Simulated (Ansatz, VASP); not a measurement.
**HfC in VASP and in Ansatz**

INCAR

```
ALGO = Normal ; EDIFF = 1E-7
ENCUT = 520 ; GGA = PE
ISIF = 2 ; ISMEAR = -1
LASPH = True ; LCHARG = False
LREAL = False ; LWAVE = False
NBANDS = 22 ; NELM = 60
PREC = Accurate ; SIGMA = 0.05
```

KPOINTS

```
k-points
0
Gamma
  9 9 5
```

Contents of POSCAR:

```
HfC
1.0
    3.4084290914      0.0000000000      0.0000000000
   -1.7042145456      2.9517861801      0.0000000000
    0.0000000000      0.0000000000      5.3047539058
Hf C
2 2
Direct
    0.3333333333      0.6666666667      0.2500000000
    0.6666666667      0.3333333333      0.7500000000
    0.0000000000      0.0000000000      0.5000000000
    0.0000000000      0.0000000000      0.0000000000
```

The input input.yaml:

```yaml
crystal:
  lattice:
    - [3.4084290914, 0.0, 0.0]
    - [-1.7042145456, 2.9517861801, 0.0]
    - [0.0, 0.0, 5.3047539058]
  atoms:
    - { symbol: Hf, position: [0.3333333333, 0.6666666667, 0.25] }
    - { symbol: Hf, position: [0.6666666667, 0.3333333333, 0.75] }
    - { symbol: C, position: [0.0, 0.0, 0.5] }
    - { symbol: C, position: [0.0, 0.0, 0.0] }
hamiltonian:
  xc: pbe
  pseudopotentials: { kind: paw }
kpoints:
  mp_grid: { grid: [9, 9, 5] }
scf:
  occupations: { method: fermi_dirac, width: 0.05 }
output:
  forces: true
  stress: true
  eigenvalues: true
  write_density: true
  write_potential: true
  elf: true
  volumetric_format: npy
```

Change from the starting cell: volume scaled by 1.06.

Alike in both runs: task single point; functional PBE; k mesh 9 × 9 × 5; occupations fermi-dirac, width 0.05 eV; no spin polarisation.

```csv
,VASP,Ansatz
version,VASP 6.6.1,Ansatz 0.2.0
potentials or method,"VASP PAW PBE potentials, release 64 (Hf_pv, C)",Ansatz PAW
plane-wave cutoff (eV),520,420
valence electrons in the cell,28,60
```

|  | VASP | Ansatz | Ansatz less VASP |
| --- | --- | --- | --- |
| gap on the k mesh at the Fermi level (eV) | none | none | - |
| pressure (GPa) | -13.3 | -12.5 | +0.80 |
| largest component of the traceless stress (GPa) | 3.11 | 3.09 | -0.022 |

A gap of «none» marks a metal or a gap that the smearing closes. The two sets of potentials don't hold the same shells in valence.

The runs have no spin-orbit coupling, so splittings on Hf are missing.
